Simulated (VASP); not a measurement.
Input of a VASP 6.6.1 run:

The input INCAR:

```
SYSTEM = Pb
ALGO = Normal
EDIFF = 1E-7
EDIFFG = -0.005
ENCUT = 600
GGA = PS
IBRION = 2
ISIF = 3
ISMEAR = 1
LASPH = .TRUE.
LCHARG = .FALSE.
LREAL = .FALSE.
LWAVE = .FALSE.
NELM = 80
NSW = 90
PREC = Accurate
SIGMA = 0.1
```

File KPOINTS:

```
k-points
0
G
  16 16 16
  0 0 0
```

File POSCAR:

```
Pb                                      
1.0
   -0.0000000000      2.4650908958      2.4650908958
    2.4650908958      0.0000000000      2.4650908958
    2.4650908958      2.4650908958      0.0000000000
  Pb            
     1
Direct
     0.0000000000000000    0.0000000000000000    0.0000000000000000
```

Potentials or basis: VASP PAW PBE potentials, release 64 (Pb_d).

Command:

```bash
$ cat potpaw_PBE.64/Pb_d/POTCAR > POTCAR
$ mpirun -np 1 vasp_std > vasp.out
```

Q: Predict the band gap on the k mesh.

A: None (metal or under the smearing width).

Final structure:
```
CELL_PARAMETERS angstrom
0.00000 2.46509 2.46509
2.46509 0.00000 2.46509
2.46509 2.46509 0.00000
ATOMIC_POSITIONS crystal
Pb 0.00000 0.00000 0.00000
```

Caveat: the relaxation stopped at its first step, so nothing moved. The run has no spin-orbit coupling, so splittings on Pb are missing.
